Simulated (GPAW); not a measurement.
Runs of GPAW 26.7.0 on Li2Se. Symmetry: Fm-3m, No. 225, cubic system. The conventional cell has a = 6.005 Å, b = 6.005 Å, c = 6.005 Å, α = 90.00°, β = 90.00°, γ = 90.00°. Around Se (site symmetry m-3m) lie 8 Li at 2.60 Å. Li (site symmetry -43m) is surrounded by 4 Se at 2.60 Å. 

| task | level | potentials or basis | band path | band points | gap on the mesh (eV) | pressure (GPa) |
| --- | --- | --- | --- | --- | --- | --- |
| single point | TB-mBJ | GPAW PAW data sets for LDA (gpaw-data 1.2.1), pw | - | - | 4.09 | - |
| band structure | r2SCAN | GPAW PAW data sets (gpaw-data 1.2.1), pw | GXWKGLUWLK,UX | 80 | 3.48 | 0.1 |
| band structure | PBE | GPAW PAW data sets (gpaw-data 1.2.1), pw | GXWKGLUWLK,UX | 80 | (b) | (a) |
| band structure | LDA | the program's PAW data sets (release 1.2.1) made for this functional, pw | GXWKGLUWLK,UX | 80 | 2.81 | -2.1 |

Alike in all rows: no spin polarisation; cell as given; k mesh 8 × 8 × 8; cutoff (eV) 800; smearing fermi-dirac 0.05 eV.

Task: Estimate the missing entries.

Result: (a) 0.4; (b) 2.97.

Caveats: the PAW data sets were made with another functional, which shifts forces and pressure a little (some runs); a model potential gives levels but no total energy (some runs).

A k mesh can miss the band edges, and the runs leave out spin-orbit coupling on Se.
